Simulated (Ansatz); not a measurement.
## Ru (bcc): energy against volume

All numbers below come from DFT, revPBE, plane waves (420 eV) with PAW, scalar-relativistic (Ansatz 0.2.0). The PAW files were generated under PBE, with cores re-solved for the functional.

The cell is scaled uniformly from the relaxed one, with fractional coordinates and shape fixed. Energies are extrapolated to zero smearing, pressures are those at the given smearing. Magnetic state: spin not included.

A Birch-Murnaghan fit gives V₀ = 14.38 Å³/atom, B₀ = 269 GPa, B₀′ = 4.9.

Question: What are the energy above the minimum and the pressure at 12.684 Å³/atom?

Answer: 215.5 meV/atom and 46.41 GPa as computed.

Question: What are the energy above the minimum and the pressure at 13.837 Å³/atom?

Answer: 18.8 meV/atom and 12.07 GPa as computed.

Question: What are the energy above the minimum and the pressure at 15.567 Å³/atom?

Answer: 69.8 meV/atom and -16.83 GPa as computed.
